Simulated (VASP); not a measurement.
# SnTe (Fm-3m) in VASP: band structure with PBE

Aim: the band structure of SnTe with PBE.

Program: VASP 6.6.1. These are calculated values, not measurements. Logs are shortened: lines on timing, memory, paths and dates and some standing lists are left out, and cuts for length are marked.

**Measured values to compare with.**

From a printed reference work, textbook, for a bulk crystal of SnTe at 300 K: band gap 0.18 eV (direct).

The runs below are set against these values where they give the same quantity.

## Step 1: Starting point

The structure is cubic, space group Fm-3m (No. 225). The conventional cell has a = 6.414 Å, b = 6.414 Å, c = 6.414 Å, α = 90.00°, β = 90.00°, γ = 90.00°. Around Sn (site symmetry m-3m) lie 6 Te at 3.21 Å. Te (site symmetry m-3m) is surrounded by 6 Sn at 3.21 Å.

## Step 2: Band structure, PBE

File POSCAR:

```
SnTe                                    
1.0
    0.0000000000      3.2067922549      3.2067922549
    3.2067922549      0.0000000000      3.2067922549
    3.2067922549      3.2067922549      0.0000000000
  Sn              Te            
     1     1
Direct
     0.0000000000000000    0.0000000000000000    0.0000000000000000
     0.5000000000000000    0.5000000000000000    0.5000000000000000
```

File INCAR.step1:

```
SYSTEM = SnTe
PREC = Accurate
ENCUT = 520
EDIFF = 1E-7
ISMEAR = 0
SIGMA = 0.02
LREAL = .FALSE.
LASPH = .TRUE.
NELM = 60
ALGO = Normal
ISIF = 2
LWAVE = .FALSE.
LCHARG = .TRUE.
GGA = PE
NBANDS = 17
```

File KPOINTS.step1:

```
Automatic mesh
0
G
  6 6 6
  0 0 0
```

File INCAR.step2:

```
SYSTEM = SnTe
PREC = Accurate
ENCUT = 520
EDIFF = 1E-7
ISMEAR = 0
SIGMA = 0.05
LREAL = .FALSE.
LASPH = .TRUE.
NELM = 60
ALGO = Normal
ISIF = 2
LWAVE = .FALSE.
LCHARG = .FALSE.
GGA = PE
NBANDS = 17
ICHARG = 11
```

File KPOINTS.step2:

```
path GXWKGLUWLK,UX
10
line-mode
reciprocal
 0.0000000000  0.0000000000  0.0000000000  G
 0.5000000000  0.0000000000  0.5000000000  X

 0.5000000000  0.0000000000  0.5000000000  X
 0.5000000000  0.2500000000  0.7500000000  W

 0.5000000000  0.2500000000  0.7500000000  W
 0.3750000000  0.3750000000  0.7500000000  K

 0.3750000000  0.3750000000  0.7500000000  K
 0.0000000000  0.0000000000  0.0000000000  G

 0.0000000000  0.0000000000  0.0000000000  G
 0.5000000000  0.5000000000  0.5000000000  L

 0.5000000000  0.5000000000  0.5000000000  L
 0.6250000000  0.2500000000  0.6250000000  U

 0.6250000000  0.2500000000  0.6250000000  U
 0.5000000000  0.2500000000  0.7500000000  W

 0.5000000000  0.2500000000  0.7500000000  W
 0.5000000000  0.5000000000  0.5000000000  L

 0.5000000000  0.5000000000  0.5000000000  L
 0.3750000000  0.3750000000  0.7500000000  K

 0.6250000000  0.2500000000  0.6250000000  U
 0.5000000000  0.0000000000  0.5000000000  X
```

Potentials or basis: VASP PAW PBE potentials, release 64 (Sn_d, Te).

Started as:

```bash
$ cat potpaw_PBE.64/Sn_d/POTCAR potpaw_PBE.64/Te/POTCAR > POTCAR
$ cp INCAR.step1 INCAR
$ cp KPOINTS.step1 KPOINTS
$ mpirun -np 1 vasp_std > vasp.out
$ cp INCAR.step2 INCAR
$ cp KPOINTS.step2 KPOINTS
$ mpirun -np 1 vasp_std > vasp.out
```

OUTCAR:

```text
SYSTEM = SnTe
   PREC = Accurate
   ENCUT = 520
   EDIFF = 1E-7
   ISMEAR = 0
   LREAL = .FALSE.
   LASPH = .TRUE.
   NELM = 60
   ISIF = 2
   GGA = PE
   ICHARG = 11

 ion  position               nearest neighbor table
   1  0.000  0.000  0.000-   2 3.21   2 3.21   2 3.21   2 3.21   2 3.21   2 3.21
   2  0.500  0.500  0.500-   1 3.21   1 3.21   1 3.21   1 3.21   1 3.21   1 3.21

  LATTYP: Found a face centered cubic cell.
 ALAT       =     6.4135845098

  Lattice vectors:

 A1 = (   0.0000000000,   3.2067922549,   3.2067922549)
 A2 = (   3.2067922549,   0.0000000000,   3.2067922549)
 A3 = (   3.2067922549,   3.2067922549,   0.0000000000)

Analysis of symmetry for initial positions (statically):
=====================================================================
 Subroutine PRICEL returns:
 Original cell was already a primitive cell.

 Routine SETGRP: Setting up the symmetry group for a
 face centered cubic supercell.

 Subroutine GETGRP returns: Found 48 space group operations
 (whereof 48 operations were pure point group operations)
 out of a pool of 48 trial point group operations.

The static configuration has the point symmetry O_h .

Analysis of symmetry for dynamics (positions and initial velocities):
=====================================================================
 Subroutine PRICEL returns:
 Original cell was already a primitive cell.

 Routine SETGRP: Setting up the symmetry group for a
 face centered cubic supercell.

 Subroutine GETGRP returns: Found 48 space group operations
 (whereof 48 operations were pure point group operations)
 out of a pool of 48 trial point group operations.

The dynamic configuration has the point symmetry O_h .

 Subroutine INISYM returns: Found 48 space group operations
 (whereof 48 operations are pure point group operations),
 and found     1 'primitive' translations

----------------------------------------------------------------------------------------

                                     Primitive cell

  volume of cell :      65.9542

  direct lattice vectors                    reciprocal lattice vectors
     0.000000000  3.206792255  3.206792255    -0.155919049  0.155919049  0.155919049
     3.206792255  0.000000000  3.206792255     0.155919049 -0.155919049  0.155919049
     3.206792255  3.206792255  0.000000000     0.155919049  0.155919049 -0.155919049

  length of vectors
     4.535089099  4.535089099  4.535089099     0.270059715  0.270059715  0.270059715

  position of ions in fractional coordinates (direct lattice)
     0.000000000  0.000000000  0.000000000
     0.500000000  0.500000000  0.500000000

  ion indices of the primitive-cell ions
   primitive index   ion index
                 1           1
                 2           2

----------------------------------------------------------------------------------------

 KPOINTS: path GXWKGLUWLK,UX

Interpolating k-points between supplied coordinates.

 Line segments in fractional coordinates (reciprocal lattice):
    0.000000  0.000000  0.000000  ...  0.500000  0.000000  0.500000
    0.500000  0.000000  0.500000  ...  0.500000  0.250000  0.750000
    0.500000  0.250000  0.750000  ...  0.375000  0.375000  0.750000
    0.375000  0.375000  0.750000  ...  0.000000  0.000000  0.000000
    0.000000  0.000000  0.000000  ...  0.500000  0.500000  0.500000
    0.500000  0.500000  0.500000  ...  0.625000  0.250000  0.625000
    0.625000  0.250000  0.625000  ...  0.500000  0.250000  0.750000
    0.500000  0.250000  0.750000  ...  0.500000  0.500000  0.500000
    0.500000  0.500000  0.500000  ...  0.375000  0.375000  0.750000
    0.625000  0.250000  0.625000  ...  0.500000  0.000000  0.500000

 Generated    10 points on each line segment, for a total of    100 k-points:

 Following reciprocal coordinates:
            Coordinates               Weight
  0.000000  0.000000  0.000000      0.010000
  0.055556  0.000000  0.055556      0.010000
  0.111111  0.000000  0.111111      0.010000
  0.166667  0.000000  0.166667      0.010000
  0.222222  0.000000  0.222222      0.010000
  0.277778  0.000000  0.277778      0.010000
[... 16 lines left out ...]
  0.472222  0.277778  0.750000      0.010000
  0.458333  0.291667  0.750000      0.010000
 [... further k-points ...]
   k-points           NKPTS =    100   k-points in BZ     NKDIM =    100   number of bands    NBANDS=     17
   number of dos      NEDOS =    301   number of ions     NIONS =      2
   total plane-waves  NPLWV =  46656
   dimension x,y,z NGX =    36 NGY =   36 NGZ =   36
   dimension x,y,z NGXF=    72 NGYF=   72 NGZF=   72
   ions per type =               1   1
   NGX,Y,Z   is equivalent  to a cutoff of  13.20, 13.20, 13.20 a.u.
   NGXF,Y,Z  is equivalent  to a cutoff of  26.39, 26.39, 26.39 a.u.
 SYSTEM =  SnTe
   PREC   = accura    normal or accurate (medium, high low for compatibility)
   ISTART =      0    job   : 0-new  1-cont  2-samecut
   ICHARG =     11    charge: 1-file 2-atom 10-const
   ISPIN  =      1    spin polarized calculation?
   LNONCOLLINEAR =      F non collinear calculations
   LSORBIT =      F    spin-orbit coupling
   LASPH  =      T    aspherical Exc in radial PAW
   ENCUT  =  520.0 eV  38.22 Ry    6.18 a.u.   8.43  8.43  8.43*2*pi/ulx,y,z
   NELM   =     60;   NELMIN=  2; NELMDL=  0     # of ELM steps
   EDIFF  = 0.1E-06   stopping-criterion for ELM
   LREAL  =      F    real-space projection
   EDIFFG = 0.1E-05   stopping-criterion for IOM
   NSW    =      0    number of steps for IOM
   IBRION =     -1    ionic relax: 0-MD 1-quasi-New 2-CG
   NFREE  =      0    steps in history (QN), initial steepest desc. (CG)
   ISIF   =      2    stress and relaxation
   ISYM   =      2    0-nonsym 1-usesym 2-fastsym
   POTIM  = 0.5000    time-step for ionic-motion
   TEBEG  =    0.0;   TEEND  =   0.0 temperature during run
   PSTRESS=    0.0 pullay stress
   NELECT =      20.0000    total number of electrons
   NUPDOWN=      -1.0000    fix difference up-down
   EMIN   =  10.00;   EMAX   =-10.00  energy-range for DOS
   EFERMI =   0.00;   METHOD = LEGACY
   ISMEAR =     0;   SIGMA  =   0.05  broadening in eV -4-tet -1-fermi 0-gaus
   EFERMI_NEDOS =   21; number of points for ismear=-14 and -15
   IALGO  =     38    algorithm
   IMIX   =      4    mixing-type and parameters
     AMIX     =   0.40;   BMIX     =  1.00
     AMIX_MAG =   1.60;   BMIX_MAG =  1.00
  volume/ion in A,a.u.               =      32.98       222.54
  Fermi-wavevector in a.u.,A,eV,Ry     =   1.099860  2.078434 16.458854  1.209692
  Thomas-Fermi vector in A             =   2.236261
   LORBIT       =      0    0 simple, 1 ext, 2 COOP (PROOUT), +10 PAW based schemes
   GGA     = PE    functional components
   LHFCALC =     F    Hartree Fock is set to
   AEXX    =    0.0000 exact exchange contribution
   IVDW    =     0    specifies the selected vdW correction
   LEPSILON=     F    determine dielectric tensor
   LRPA    =     F    only Hartree local field effects (RPA)
 non-spin polarized calculation
 Gauss-broadening in eV      SIGMA  =   0.05
  energy-cutoff  :      520.00
  volume of cell :       65.95
 maximum number of plane-waves:      1811
 NGX is ok and might be reduce to    36

 number of electron      20.0000005 magnetization

 Free energy of the ion-electron system (eV)
  ---------------------------------------------------
  ext. energy  EPLUGINS =         0.00000000
  ---------------------------------------------------
  free energy    TOTEN  =        -8.46810622 eV

  energy without entropy =       -8.46643757  energy(sigma->0) =       -8.46727189

 E-fermi :   6.3288     XC(G=0):  -9.2597

 val. band max:        6.3012770772   @ k =   0.5000   0.5000   0.5000
 cond. band min:       6.3562241912   @ k =   0.5000   0.5000   0.5000
 fundamental gap:      0.0549471140
 Fermi energy:         6.3287506064

 k-point     1 :       0.0000    0.0000    0.0000
  band No.  band energies     occupation
      1     -15.5821      2.00000
      2     -15.5821      2.00000
      3     -15.5769      2.00000
      4     -15.5769      2.00000
      5     -15.5769      2.00000
      6      -6.1095      2.00000
[... 9 lines left out ...]
     16      11.1571      0.00000
     17      13.1370      0.00000

 k-point     2 :       0.0556    0.0000    0.0556
  band No.  band energies     occupation
      1     -15.5824      2.00000
      2     -15.5820      2.00000
      3     -15.5770      2.00000
      4     -15.5767      2.00000
      5     -15.5767      2.00000
      6      -6.0773      2.00000
[... 9 lines left out ...]
     16      11.3306      0.00000
     17      13.1686      0.00000

 k-point     3 :       0.1111    0.0000    0.1111
  band No.  band energies     occupation
      1     -15.5833      2.00000
      2     -15.5816      2.00000
      3     -15.5773      2.00000
      4     -15.5760      2.00000
      5     -15.5760      2.00000
      6      -5.9819      2.00000
[... 9 lines left out ...]
     16      11.8074      0.00000
     17      13.2723      0.00000

 k-point     4 :       0.1667    0.0000    0.1667
  band No.  band energies     occupation
      1     -15.5849      2.00000
      2     -15.5811      2.00000
      3     -15.5777      2.00000
      4     -15.5748      2.00000
      5     -15.5748      2.00000
      6      -5.8279      2.00000
[... 9 lines left out ...]
     16      12.5108      0.00000
     17      13.4444      0.00000

 k-point     5 :       0.2222    0.0000    0.2222
  band No.  band energies     occupation
      1     -15.5869      2.00000
      2     -15.5805      2.00000
      3     -15.5781      2.00000
      4     -15.5735      2.00000
      5     -15.5735      2.00000
      6      -5.6244      2.00000
[... 9 lines left out ...]
     16      13.3828      0.00000
     17      13.6824      0.00000

 k-point     6 :       0.2778    0.0000    0.2778
  band No.  band energies     occupation
      1     -15.5891      2.00000
      2     -15.5799      2.00000
      3     -15.5786      2.00000
      4     -15.5720      2.00000
      5     -15.5720      2.00000
      6      -5.3867      2.00000
[... 9 lines left out ...]
     16      14.3827      0.00000
     17      14.3901      0.00000
[... 281 lines left out ...]
 k-point    21 :       0.5000    0.2500    0.7500
  band No.  band energies     occupation
      1     -15.5908      2.00000
      2     -15.5820      2.00000
      3     -15.5742      2.00000
      4     -15.5742      2.00000
      5     -15.5683      2.00000
      6      -4.6234      2.00000
[... 9 lines left out ...]
     16      16.4380      0.00000
     17      16.9570      0.00000

 k-point    22 :       0.4861    0.2639    0.7500
  band No.  band energies     occupation
      1     -15.5908      2.00000
      2     -15.5819      2.00000
      3     -15.5747      2.00000
      4     -15.5737      2.00000
      5     -15.5684      2.00000
      6      -4.6253      2.00000
[... 9 lines left out ...]
     16      16.4469      0.00000
     17      16.9606      0.00000

 k-point    23 :       0.4722    0.2778    0.7500
  band No.  band energies     occupation
      1     -15.5909      2.00000
      2     -15.5819      2.00000
      3     -15.5752      2.00000
      4     -15.5732      2.00000
      5     -15.5684      2.00000
      6      -4.6301      2.00000
[... 9 lines left out ...]
     16      16.4910      0.00000
     17      16.9638      0.00000

 k-point    24 :       0.4583    0.2917    0.7500
  band No.  band energies     occupation
      1     -15.5910      2.00000
      2     -15.5817      2.00000
      3     -15.5756      2.00000
      4     -15.5727      2.00000
      5     -15.5685      2.00000
      6      -4.6368      2.00000
[... 9 lines left out ...]
     16      16.5723      0.00000
     17      16.6934      0.00000

 [... further k-points ...]

------------------------ aborting loop because EDIFF is reached ----------------------------------------

  FORCE on cell =-STRESS in cart. coord.  units (eV):
  Direction    XX          YY          ZZ          XY          YZ          ZX
  --------------------------------------------------------------------------------------
  -------------------------------------------------------------------------------------
  Total       -0.9610344     -0.9610344     -0.9610344      0.0000000     -0.0000000     -0.0000000
  in kB      -23.3457078    -23.3457078    -23.3457078      0.0000000     -0.0000000     -0.0000000
  external PRESSURE =     -23.3457078 kB  Pullay stress =       0.0000000 kB

 VOLUME and BASIS-vectors are now :
 -----------------------------------------------------------------------------
  energy-cutoff  :      520.00
  volume of cell :       65.95
      direct lattice vectors                 reciprocal lattice vectors
     0.000000000  3.206792255  3.206792255    -0.155919049  0.155919049  0.155919049
     3.206792255  0.000000000  3.206792255     0.155919049 -0.155919049  0.155919049
     3.206792255  3.206792255  0.000000000     0.155919049  0.155919049 -0.155919049

 POSITION                                       TOTAL-FORCE (eV/Angst)
 -----------------------------------------------------------------------------------
      0.00000      0.00000      0.00000         0.000000      0.000000      0.000000
      3.20679      3.20679      3.20679        -0.000000     -0.000000     -0.000000
 -----------------------------------------------------------------------------------
    total drift:                               -0.000000      0.000000      0.000000

  FREE ENERGIE OF THE ION-ELECTRON SYSTEM (eV)
  ---------------------------------------------------
  free  energy   TOTEN  =        -8.4681062169 eV

  energy  without entropy=       -8.4664375670  energy(sigma->0) =       -8.46727189
```

Run time: 59 s. Hardware: 1 thread of Intel Xeon Platinum 8488C (Sapphire Rapids), shared host; peak memory 0.27 GiB.

What came out:

```yaml
Band_gap_on_the_k_mesh: 0.05 eV, direct
Band_gap_along_the_path: 0.05 eV, direct
```

Levels at the corners of the path, in eV from the valence-band top:
| point | band 6 | band 7 | band 8 | band 9 | band 10 | band 11 | band 12 | band 13 | band 14 | band 15 |
| --- | --- | --- | --- | --- | --- | --- | --- | --- | --- | --- |
| Γ | -12.41 | -4.87 | -1.99 | -1.99 | -1.99 | 3.25 | 3.25 | 3.25 | 4.86 | 4.86 |
| X | -11.00 | -6.42 | -5.20 | -3.48 | -3.48 | 2.39 | 4.68 | 4.68 | 6.01 | 8.87 |
| X | -11.00 | -6.42 | -5.20 | -3.48 | -3.48 | 2.39 | 4.68 | 4.68 | 6.01 | 8.87 |
| W | -10.92 | -7.20 | -4.49 | -4.49 | -0.81 | 0.86 | 4.59 | 4.59 | 5.88 | 5.88 |
| W | -10.92 | -7.20 | -4.49 | -4.49 | -0.81 | 0.86 | 4.59 | 4.59 | 5.88 | 5.88 |
| K | -10.97 | -7.24 | -4.82 | -3.01 | -2.57 | 2.92 | 3.00 | 4.23 | 5.30 | 7.98 |
| K | -10.97 | -7.24 | -4.82 | -3.01 | -2.57 | 2.92 | 3.00 | 4.23 | 5.30 | 7.98 |
| Γ | -12.41 | -4.87 | -1.99 | -1.99 | -1.99 | 3.25 | 3.25 | 3.25 | 4.86 | 4.86 |
| Γ | -12.41 | -4.87 | -1.99 | -1.99 | -1.99 | 3.25 | 3.25 | 3.25 | 4.86 | 4.86 |
| L | -11.26 | -8.05 | -1.67 | -1.67 | 0.00 | 0.05 | 0.45 | 0.45 | 7.67 | 8.59 |
| L | -11.26 | -8.05 | -1.67 | -1.67 | 0.00 | 0.05 | 0.45 | 0.45 | 7.67 | 8.59 |
| U | -10.97 | -7.24 | -4.82 | -3.01 | -2.57 | 2.92 | 3.00 | 4.23 | 5.30 | 7.98 |
| U | -10.97 | -7.24 | -4.82 | -3.01 | -2.57 | 2.92 | 3.00 | 4.23 | 5.30 | 7.98 |
| W | -10.92 | -7.20 | -4.49 | -4.49 | -0.81 | 0.86 | 4.59 | 4.59 | 5.88 | 5.88 |
| W | -10.92 | -7.20 | -4.49 | -4.49 | -0.81 | 0.86 | 4.59 | 4.59 | 5.88 | 5.88 |
| L | -11.26 | -8.05 | -1.67 | -1.67 | 0.00 | 0.05 | 0.45 | 0.45 | 7.67 | 8.59 |
| L | -11.26 | -8.05 | -1.67 | -1.67 | 0.00 | 0.05 | 0.45 | 0.45 | 7.67 | 8.59 |
| K | -10.97 | -7.24 | -4.82 | -3.01 | -2.57 | 2.92 | 3.00 | 4.23 | 5.30 | 7.98 |
| U | -10.97 | -7.24 | -4.82 | -3.01 | -2.57 | 2.92 | 3.00 | 4.23 | 5.30 | 7.98 |
| X | -11.00 | -6.42 | -5.20 | -3.48 | -3.48 | 2.39 | 4.68 | 4.68 | 6.01 | 8.87 |

Caveat: the log is that of the step along the path at fixed density, whose energy, stress, charges and moments have no meaning; spin-orbit coupling is left out, which moves the levels of the heavy elements.

## Step 3: How close it comes

Step 2. A measured gap of SnTe is 0.18 eV (direct; 300 K; a printed reference work, textbook); the calculated 0.05 eV misses it by -0.13 eV. Spin-orbit coupling on Sn, Te is left out. The value is that of PBE, without temperature or zero-point motion. Semilocal functionals fall short of measured gaps as a rule.
